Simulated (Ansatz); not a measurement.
# BaS (Fm-3m): the HSE06 gap against the k mesh of the hybrid

Wanted: the cheapest k mesh of the hybrid that holds the HSE06 gap of BaS (Fm-3m).

Calculated with Ansatz 0.2.0; DFT, HSE06, plane waves, PAW; PAW set soft_1.

## (1) The starting structure

The structure is cubic, space group Fm-3m (No. 225). Conventional cell: a = 6.388 Å, b = 6.388 Å, c = 6.388 Å, α = 90.00°, β = 90.00°, γ = 90.00°. Nearest to Ba lie 6 S at 3.19 Å. Nearest to S lie 6 Ba at 3.19 Å. Farther neighbours and most contacts between anions are not listed.

The cell and positions come from the Crystallography Open Database and are kept as given unless a step says otherwise. Spin-orbit coupling is left out unless a step names it.

## (2) k mesh of the hybrid: 2×2×2

File input.yaml:

```yaml
crystal:
  lattice:
    - [0.0, 3.19375, 3.19375]
    - [3.19375, 0.0, 3.19375]
    - [3.19375, 3.19375, 0.0]
  atoms:
    - { symbol: Ba, position: [0.0, 0.0, 0.0] }
    - { symbol: S, position: [0.5, 0.5, 0.5] }
kpoints:
  mp_grid: { grid: [2, 2, 2] }
  band_path:
    path:
      - [0.0, 0.0, 0.0]
      - [0.5, 0.0, 0.5]
      - [0.625, 0.25, 0.625]
      - [0.375, 0.375, 0.75]
      - [0.5, 0.5, 0.5]
      - [0.5, 0.25, 0.75]
    npoints: 1
hamiltonian:
  xc: hse06
  pseudopotentials: { kind: paw, azcp: { folder: soft_1 } }
scf:
  occupations: { method: fixed }
  n_extra_bands: 4
output:
  eigenvalues: true
```

Command:

```bash
$ ansatz run input.yaml --threads 24 --pin off --max-ram 82944MiB --backend cuda --events-out ev --progress --plain --runs-dir out --devices 1 --max-vram 78GiB
```

Numbers of over 12 decimals in the logs are rounded to 6 here.

The program printed:

```text
scf.n_extra_bands = 4 over 8 filled bands (N_el = 16.0): the run solves 12 bands
exact exchange: scf.exx.singularity resolves to wigner_seitz, which cuts the screened interaction at the faces of the exchange supercell's Wigner-Seitz cell, so that each pair interacts once, at the shortest of its separations (the periodic images that this leaves out come, for a point-like exchange hole, to about 0.038 eV on a filled level). The cut falls within the interaction's reach, and what an exchange supercel [...]
GPUs: using 1 of 1 available (devices: 1).
Engine: ansatz 0.2.0, aarch64-unknown-linux-gnu
Pseudopotentials: kind: paw
Pseudopotential: Ba, paw, valence charge 10, recommended cutoff 420 eV (normal), soft_1/Ba.paw.azcp
Pseudopotential: S, paw, valence charge 6, recommended cutoff 420 eV (normal), soft_1/S.paw.azcp
Functional definition: HSE06
  parameter a = 0.25
  parameter omega = 0.11/bohr
  exchange = pbe_x - a*pbe_x_sr(omega) + a*exact_x_sr(omega)
  correlation = pbe_c
davidson cushion auto → on  (no smearing: the cushion is to keep the highest requested band from converging to the state above it; pin scf.eigensolver.cushion to override)
device memory: the entry about to start is reckoned to put 0.9 GiB on a device that reports 168.1 GiB free (of which the cap on the GPU budget leaves the run 78.0 GiB)
GPU FFT provider: cuFFT
GPU libraries: cuBLAS 13.8.1, cuFFT 12.4.0, cuSOLVER 12.3.2
GPU matrix products: emulated (plane waves: as basis.precision tells), large ones in fixed point in workspaces of 1.00 GiB
Crystal: 2 atoms, lattice volume = 65.153 Å³
Basis set: ecut = 420 eV, 1243 PW (Γ)
Bands: 12, of which v1, the nominal top of the filled ones, is band 8 counted from 1 (7 counted from 0)
Symmetry: 48 space group operations
Space group: Fm-3m (ITA 225), of the structure as read, at distance tolerance 4.0e-5 Å
k-points: 3 of 8
Non-local potential: Ba, projectors of the file, l = 0: 3, l = 1: 2, l = 2: 2, l = 3: 2
Non-local potential: S, projectors of the file, l = 0: 2, l = 1: 2, l = 2: 1
PAW form: soft (Blöchl's): semilocal exchange-correlation on the pseudo side does not see the compensation charge
PAW frozen core: Ba, regenerated for the run's functional, and the local potential with it (the file was generated under x = pbe(κ = 0.804, μ = 0.219515), c = pbe(β = 0.066725))
PAW frozen core: S, regenerated for the run's functional, and the local potential with it (the file was generated under x = pbe(κ = 0.804, μ = 0.219515), c = pbe(β = 0.066725))
PAW one-centre angular grid: Ba, 194 points (default); XC on 64 Gauss nodes
PAW one-centre angular grid: S, 110 points (default); XC on 64 Gauss nodes
Initial density: superposition of atomic densities (chi_scale 0.1, normalization cell, long waves kept (reshape's long-wave potential 0.00 eV rms))
Initial wavefunctions: pseudopotential atomic-orbital guess
GPU buffer pool allocated for 32768 grid points (all kernels)
GPU transforms: local potential and band sums: pruned to the plane-wave sphere, on 30×32×32
Functional: x = pbe(κ = 0.804, μ = 0.219515), c = pbe(β = 0.066725), warm-up for x = pbe(κ = 0.804, μ = 0.219515) + 0.25 (exact − pbe) at short range (hse, ω = 0.207870 Å⁻¹), c = pbe(β = 0.066725); HSE06 as pw.x's `hse` composes it (authors' and Libxc's form: `xc: wpbeh`)
SCF iter   1: F=—  HF=-6855.779237 eV  |F-HF|=—  |Δ(HF+E_count)|=         —  Δρ=2.06e-2  dr2=4.37e-1  ethr=1.00e-1  ⟨swp⟩=7.7  Hψ=136  notcnv=0
preconditioner: auto → none  [insulator: Δε(μ)=1.818 eV  Ē_g=12.113 eV  n_scr=14 (ndim 8)  ℏωp=17.2 eV  f_vac=0.000]
SCF iter   2: F=—  HF=-6855.727339 eV  |F-HF|=—  |Δ(HF+E_count)|=   5.19e-2  Δρ=9.19e-3  dr2=8.19e-2  ethr=2.73e-3  ⟨swp⟩=5.3  Hψ=104  notcnv=0
SCF iter   3: F=—  HF=-6855.754278 eV  |F-HF|=—  |Δ(HF+E_count)|=   2.69e-2  Δρ=3.74e-3  dr2=1.17e-2  ethr=5.12e-4  ⟨swp⟩=4.3  Hψ=105  notcnv=0
iter 4 solved again at ethr=5.40e-6 eV; its pass at ethr=7.29e-5 eV (dr2=8.65e-4 eV) is discarded
[...]
Frozen-core exchange: fock
SCF iter   1: F=—  HF=-6861.383681 eV  |F-HF|=—  |Δ(HF+E_count)|=         —  Δρ=2.57e-3  dr2=7.34e-3  ethr=1.03e-6  ⟨swp⟩=7.3  Hψ=200  notcnv=0
preconditioner: auto → none  [insulator: Δε(μ)=3.087 eV  Ē_g=13.694 eV  n_scr=14 (ndim 8)  ℏωp=17.2 eV  f_vac=0.001]
SCF iter   2: F=—  HF=-6861.380904 eV  |F-HF|=—  |Δ(HF+E_count)|=   2.78e-3  Δρ=9.41e-4  dr2=6.24e-4  ethr=1.03e-6  ⟨swp⟩=5.7  Hψ=156  notcnv=0
SCF iter   3: F=—  HF=-6861.383882 eV  |F-HF|=—  |Δ(HF+E_count)|=   2.98e-3  Δρ=6.03e-4  dr2=1.87e-4  ethr=1.03e-6  ⟨swp⟩=5.3  Hψ=137  notcnv=0  defer=1
SCF iter   4: F=—  HF=-6861.383859 eV  |F-HF|=—  |Δ(HF+E_count)|=   2.26e-5  Δρ=8.74e-5  dr2=6.29e-6  ethr=1.03e-6  ⟨swp⟩=3.3  Hψ=115  notcnv=0
SCF iter   5: F=-6861.383892 eV  HF=-6861.383892 eV  |F-HF|=2.45e-7  |Δ(HF+E_count)|=   3.33e-5  Δρ=2.94e-5  dr2=7.02e-7  ethr=2.56e-8  ⟨swp⟩=5.0  Hψ=124  notcnv=0  defer=1
SCF 2 stopped early in 5 iterations: F = -6861.383892 eV  dr2 = 7.02e-7
  greatest PAW one-centre occupation: 0.956 electrons in one spin orbital (limit 2), on the Ba atom at site 0 (counted from 0), in its partial waves of l = 0
hybrid outer 1: dexx = +3.304e-3 eV, tail = 5.69e-6 eV
GPU FFT provider: cuFFT
GPU libraries: cuBLAS 13.8.1, cuFFT 12.4.0, cuSOLVER 12.3.2
GPU matrix products: emulated (plane waves: as basis.precision tells), large ones in fixed point in workspaces of 1.00 GiB
GPU buffer pool allocated for 32768 grid points (all kernels)
GPU transforms: local potential and band sums: pruned to the plane-wave sphere, on 30×32×32
Exchange kernel: α = 0.2500, screened, ω = 0.2079 Å⁻¹, Wigner–Seitz truncation, v(0) = 795.9766 eV·Å³, q-mesh 2×2×2, nearest image of the exchange supercell L = 9.03 Å, pair-density grid 18×18×18, without the augmentation charges, whose exchange is taken in its separable form by FFT convolution over the k-point mesh (sized by the pseudopotential files, 25×25×25 at the most), smooth part of the exact exchange by density-matrix convolution in up to 277.1 MiB of GPU memory as planned if the GPU has room (build and FFT work areas not counted)
Frozen-core exchange: fock
SCF iter   1: F=—  HF=-6861.383893 eV  |F-HF|=—  |Δ(HF+E_count)|=         —  Δρ=3.13e-5  dr2=3.08e-7  ethr=1.78e-7  ⟨swp⟩=3.7  Hψ=95  notcnv=0
preconditioner: auto → none  [insulator: Δε(μ)=3.051 eV  Ē_g=13.686 eV  n_scr=14 (ndim 8)  ℏωp=17.2 eV  f_vac=0.003]
iter 2 solved again at ethr=1.28e-10 eV; its pass at ethr=1.80e-9 eV (dr2=2.05e-8 eV) is discarded
SCF iter   2: F=-6861.383893 eV  HF=-6861.383893 eV  |F-HF|=1.12e-8  |Δ(HF+E_count)|=   6.65e-8  Δρ=8.38e-6  dr2=2.84e-8  ethr=1.28e-10  ⟨swp⟩=2.7  Hψ=200  notcnv=0
SCF 3 converged in 2 iterations: F = -6861.383893 eV  dr2 = 2.84e-8
hybrid outer 2: dexx = +1.226e-7 eV, tail = 6.39e-8 eV, Δε = 6.87e-4 eV (about 7.21e-5 eV left of the loop's levels)
device memory: the entry about to start is reckoned to put 0.3 GiB on a device that reports 167.3 GiB free (of which the cap on the GPU budget leaves the run 78.0 GiB)
NSCF: frozen V_eff on 6 k-points
hybrid SCF converged: 2 outer / 7 inner (+5 warm-up), last move |dexx| = 1.23e-7 eV, tail = 6.39e-8 eV
Stability not checked: this state was not tested for a lower state beside it, because the functional holds exact exchange (a hybrid, or Hartree-Fock), whose exchange loop this test does not read (fock_operator; see scf.lower_state_search)
Free energy (F): -6861.383893 eV
Frozen-core exchange: fock
Harris-Foulkes:  -6861.383893 eV  (|F-HF|=1.12e-8)
Internal energy: -6861.383893 eV  (E = F + TS)
E sigma→0 (E₀):  -6861.383893 eV
Fermi energy:    5.262597 eV
--- Per-component energies (eV) ---
  E_band       = -70.340393
  E_kinetic    = 266.552106
  E_local      = -433.819945  (includes V_loc(G=0)·N_el)
  E_nonlocal   = 126.710421
  E_hartree    = 127.382448
  E_xc         = -231.384327
  E_vxc        = -171.190848  (∫ρ·V_xc dr)
  E_exx        = -30.469695  (= α·E_x^exact, valence–valence)
  E_paw        = -5835.875755  (= ΣΔE_a)
  E_vpaw       = -52.418686  (= ΣTr[D̂ρ^β])
  E_aug_tail   = -0.000002  (compensation charges beyond the density's cutoff)
  E_ewald      = -850.237565
  E_core_change = -0.241580  (= ΣΔE_core)
  E_smearing   = -0.000000  (= −TS)
  E_closure    = 0.000000  (closes the sum)
  Σ components = -6861.383893   (vs F -6861.383893, Δ=9.09e-13)
--- Band table (eV) ---
  k-point 0: bands = [... 4 lower, -6.0271, 5.2626, 5.2626, 5.2626, 9.9244, 10.1807, 10.1807, 10.1807]
  k-point 1: bands = [... 4 lower, -4.5519, 3.2913, 4.1755, 4.1755, 11.7961, 11.9916, 12.7996, 12.7996]
  k-point 2: bands = [... 4 lower, -5.9330, 4.7583, 5.1399, 5.1399, 8.3140, 12.3572, 12.4818, 14.0480]
```

The job ended after 2.8 s (1 × NVIDIA GB200 (shared by 2 runs) with 24 threads of Arm Neoverse V2, shared host; peak memory 1 GiB; 7.1 s of CPU time).

This step gave:

* gap: 3.051 eV
* valence top at: Γ
* conduction bottom at: X
* least direct gap: 3.174 eV
* exact-exchange fraction: 0.25

The gap is indirect, with the least direct gap 0.12 eV higher.

## (3) k mesh of the hybrid: 4×4×4

Changes to input.yaml since step 2:

```diff
@@ -9,3 +9,3 @@
 kpoints:
-  mp_grid: { grid: [2, 2, 2] }
+  mp_grid: { grid: [4, 4, 4] }
   band_path:
```

The program printed:

```text
[...]
GPUs: using 1 of 1 available (devices: 1).
[...]
GPU FFT provider: cuFFT
GPU libraries: cuBLAS 13.8.1, cuFFT 12.4.0, cuSOLVER 12.3.2
[...]
Crystal: 2 atoms, lattice volume = 65.153 Å³
Basis set: ecut = 420 eV, 1243 PW (Γ)
Bands: 12, of which v1, the nominal top of the filled ones, is band 8 counted from 1 (7 counted from 0)
[... 1 set-up line as in the run before ...]
[...]
k-points: 8 of 64
[...]
Internal energy: -6861.622576 eV  (E = F + TS)
E sigma→0 (E₀):  -6861.622576 eV
Fermi energy:    5.157370 eV
[...]
--- Band table (eV; the first three rows and the last of 8) ---
  k-point 0: bands = [... 4 lower, -6.2088, 5.1574, 5.1574, 5.1574, 9.8273, 10.1669, 10.1669, 10.1669]
  k-point 1: bands = [... 4 lower, -5.1734, 4.0029, 4.5445, 4.5445, 10.3084, 11.0716, 11.0716, 11.6767]
  k-point 2: bands = [... 4 lower, -4.6506, 3.1636, 4.0696, 4.0696, 11.7266, 11.9505, 12.8077, 12.8077]
  k-point 7: bands = [... 4 lower, -5.3484, 4.0122, 4.6874, 4.6874, 10.5025, 10.5025, 12.7392, 13.2728]
[key lines of the parts left out:]
Free energy (F): -6861.622576 eV
```

It took 3.2 s on 1 × NVIDIA GB200 (shared by 2 runs) with 24 threads; peak memory 1.1 GiB.

Numbers from this step:

```
gap                  : 3.114 eV
valence top at       : Γ
conduction bottom at : X
least direct gap     : 3.243 eV
```

The gap is 3.114 eV, +0.063 eV from the run before at this level.

## (4) k mesh of the hybrid: 6×6×6

Changes to input.yaml since step 3:

```diff
@@ -9,3 +9,3 @@
 kpoints:
-  mp_grid: { grid: [4, 4, 4] }
+  mp_grid: { grid: [6, 6, 6] }
   band_path:
```

The program printed:

```text
[...]
GPUs: using 1 of 1 available (devices: 1).
[...]
GPU FFT provider: cuFFT
GPU libraries: cuBLAS 13.8.1, cuFFT 12.4.0, cuSOLVER 12.3.2
[...]
Crystal: 2 atoms, lattice volume = 65.153 Å³
Basis set: ecut = 420 eV, 1243 PW (Γ)
Bands: 12, of which v1, the nominal top of the filled ones, is band 8 counted from 1 (7 counted from 0)
[... 1 set-up line as in the run before ...]
[...]
k-points: 16 of 216
[...]
E sigma→0 (E₀):  -6861.625450 eV
Fermi energy:    5.155109 eV
[...]
--- Band table (eV; the first three rows and the last of 16) ---
  k-point 0: bands = [... 4 lower, -6.2131, 5.1551, 5.1551, 5.1551, 9.8243, 10.1662, 10.1662, 10.1662]
  k-point 1: bands = [... 4 lower, -5.5283, 4.5135, 4.8249, 4.8249, 10.1478, 10.5811, 10.5811, 10.8169]
  k-point 2: bands = [... 4 lower, -4.8962, 3.5575, 4.2923, 4.2923, 10.6551, 11.7089, 11.7089, 12.3478]
  k-point 15: bands = [... 4 lower, -5.5001, 4.2419, 4.6357, 4.7983, 9.3741, 11.8087, 12.6111, 13.4039]
[key lines of the parts left out:]
Free energy (F): -6861.625450 eV
```

The job ended after 4.6 s (1 × NVIDIA GB200 (shared by 2 runs) with 24 threads; peak memory 1.2 GiB).

Numbers from this step:

| Quantity | Value |
| --- | --- |
| gap | 3.115 eV |
| valence top at | Γ |
| conduction bottom at | X |
| least direct gap | 3.243 eV |

The gap is 3.115 eV, as in the run before at this level.

## (5) The series

Differences are against the last row; a negative gap means that bands overlap, and a run with a band path holds that path's time. Times are wall times on 1 × NVIDIA GB200 (shared by 2 runs) with 24 threads of Arm Neoverse V2, shared host, good to a factor of about two.

```csv
k mesh of the hybrid,gap (eV),direct gap (eV),gap error (eV),energy error (meV/atom),irreducible k,time
2×2×2,3.051,3.174,−0.063,+120.8,3,2.8 s
4×4×4,3.114,3.243,−0.0005,+1.4,8,3.2 s
6×6×6,3.115,3.243,+0.000,+0.0,16,4.6 s
```

## (6) What came out

```json
{
  "2×2×2": "3.051 eV",
  "4×4×4": "3.114 eV",
  "6×6×6": "3.115 eV"
}
```

**Reading.** The gap holds to 0.02 eV from 4×4×4 on. At 2×2×2 the gap is off by −0.063 eV and the energy by +121 meV/atom. The gap is read over the mesh and added points near the edges, so meshes differ mainly through the density and, for a hybrid, the exchange operator.

[Paths, hosts, dates, memory and timing lines, banners, echoed tables and standing remarks are left out of the program output.]

[Logs are printed without paths, hosts, clocks, repeated set-up lines and the standing remarks that a program may print on its own settings, such as how far it seeks lower states.]

[Runs of the session that timed out or met a known fault of the program may be left out.]

[Cells called generated may have been cut or substituted from an entry of the Crystallography Open Database or the Materials Project.]

[Hosts, paths, dates, database ids (printed as entryN), source tags and the programs' standing remarks are cut or masked in the printed files.]
